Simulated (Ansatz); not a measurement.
Crystal: PtS2.

```
CELL_PARAMETERS angstrom
3.54320 0.00000 0.00000
-1.77160 3.06850 0.00000
0.00000 0.00000 5.03880
ATOMIC_POSITIONS crystal
Pt 0.00000 0.00000 0.00000
S 0.66667 0.33333 0.77300
S 0.33333 0.66667 0.22700
```

Base run:

```yaml
Program: Ansatz 0.2.0
Functional: LDA
Potentials_or_basis: all-electron LAPW, scalar-relativistic
Cutoff: 275 eV
Density_cutoff: 1099 eV
Basis_error_allowed: 0.002 eV/atom
k_mesh: 9 × 9 × 5
Occupations: fermi-dirac, width 0.05 eV
Spin: no spin polarisation
```

Its results: band gap on the k mesh 0.91 eV, indirect (least direct gap 0.96 eV); pressure 3.6 GPa; largest force 0.805 eV/Å.

**Question.** After a change of settings the same cell gave: band gap on the k mesh 1.03 eV, indirect (least direct gap 1.07 eV); pressure 11.6 GPa; largest force 1.257 eV/Å. Which change was it?
A. functional from LDA to PBEsol; potentials or basis from all-electron LAPW, scalar-relativistic to all-electron LAPW, non-relativistic
B. functional from LDA to PBEsol; basis error allowed from 0.002 eV/atom to 0.001 eV/atom
C. functional from LDA to PBE
D. functional from LDA to PBEsol; k mesh from 9 × 9 × 5 to 7 × 7 × 4

**Answer.** C.

PBE binds less tightly than LDA, so the same cell stands under more pressure.

Caveats: spin-orbit coupling is left out, which moves the levels of the heavy elements; forces of over 1 eV/Å show positions far from the minimum, so gaps and moduli don't describe the material at rest (some runs).

Not every run made on this cell is shown here.
